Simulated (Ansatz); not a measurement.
# Co: which structure wins at one pressure

Which of hcp, diamond, sc, omega has the lowest enthalpy for Co at one common pressure? Methods of the runs shown: PAW.

Program: Ansatz 0.2.0. Level of theory: DFT, PBE, PAW with Ansatz's default frozen-core files, scalar-relativistic. These are calculated values, not measurements.

### 1 The starting structure

It takes space group P6_3/mmc (No. 194, hexagonal). The conventional cell has a = 2.491 Å, b = 2.491 Å, c = 4.036 Å, α = 90.00°, β = 90.00°, γ = 120.00°. Co (site symmetry -6m2) has 12 Co at 2.48 to 2.49 Å as nearest neighbours.

Structure file:

```cif
data_structure
_symmetry_space_group_name_H-M 'P6_3/mmc'
_symmetry_Int_Tables_number 194
_cell_length_a 2.4911
_cell_length_b 2.4911
_cell_length_c 4.0356
_cell_angle_alpha 90.000
_cell_angle_beta 90.000
_cell_angle_gamma 120.000
_cell_volume 21.69
loop_
_atom_site_label
_atom_site_type_symbol
_atom_site_symmetry_multiplicity
_atom_site_Wyckoff_symbol
_atom_site_fract_x
_atom_site_fract_y
_atom_site_fract_z
_atom_site_occupancy
Co1 Co 2 c 0.33333 0.66667 0.25000 1
```

The file gives the conventional cell by its symmetry; the runs use the cell typed in the input.

Atoms are numbered in the order of the input: Co1, Co2.

### 2 Cell relaxed at zero pressure, PAW

The input, input.yaml:

```yaml
crystal:
  lattice:
    - [2.4911007134, 0.0, 0.0]
    - [-1.2455503567, 2.1573565012, 0.0]
    - [0.0, 0.0, 4.0355831558]
  atoms:
    - { symbol: Co, position: [0.3333333333, 0.6666666667, 0.25], spin: 1.7 }
    - { symbol: Co, position: [0.6666666667, 0.3333333333, 0.75], spin: 1.7 }
magnetization:
  spin_polarized: true
kpoints:
  mp_grid: { grid: [18, 18, 10] }
scf:
  occupations: { method: fermi_dirac, width: 0.1 }
hamiltonian:
  xc: pbe
  pseudopotentials: { kind: paw }
output:
  forces: true
  stress: true
  write_density: true
  write_potential: true
  elf: true
  volumetric_format: npy
relax:
  f_tol: 0.005
  max_steps: 40
  cell: {}
```

Launch:

```
$ ansatz run input.yaml --threads 2 --pin off --max-ram 7168MiB --backend cpu --events-out ev --progress --plain --runs-dir out
```

Further steps of the session: Volume scaled by 0.913, to set the pressure, PAW; Hcp relaxed under pressure, PAW; Diamond relaxed under pressure, PAW; Sc relaxed under pressure, PAW; Omega relaxed under pressure, PAW.

Q: Predict the outcome of this session. Wanted: pressure; lowest.

As calculated:

| quantity | value |
| --- | --- |
| pressure | 24 GPa |
| lowest (PAW) | hcp, 110.0 meV/atom under omega |

By PAW the order is hcp < omega < sc < diamond. Only these structures were tried, with electrons smeared by 0.1 eV and without vibrations, so the true ground state may be another. The k meshes differ between phases and weren't tested, which can move differences by some meV. Other magnetic orders may lie lower; this is the state that the run reached.
